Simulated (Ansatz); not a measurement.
Consider the ligand exchange at the Si–C bond: `FC[SiH3]` + `OCCO` → `OCCO[SiH3]` + `CF`.

Computed with Ansatz on PBE0-D4/def2-TZVP structures; ΔE is electronic, products minus reactants. CCSD(T)/CBS adds triple-zeta CCSD(T) − MP2 to the extrapolated MP2 energy (def2 sets, frozen cores). This one scheme is used for every species. Each species was taken in one conformer, which may not be the lowest.

```tsv
species	SCS-MP2/def2-QZVPP energy (Eh)
`FC[SiH3]`	-429.82621
`OCCO`	-229.93886
`OCCO[SiH3]`	-520.23212
`CF`	-139.57852
```

Task: Work out ΔE.

Result: ΔE = (-520.23212) + (-139.57852) − (-429.82621) − (-229.93886) = -0.04557 Eh = -1.24 eV. CCSD(T)/CBS gives -1.16 eV.

Largest T1 diagnostic among the species: 0.011.

From PBE to PBE0 (25 % exact exchange), in def2-TZVPP and without D4, ΔE moves by −0.07 eV. In def2-TZVPP, CCSD(T) changes the Hartree–Fock value by +0.17 eV (the triples alone add +0.02 eV) and MP2 by +0.11 eV.
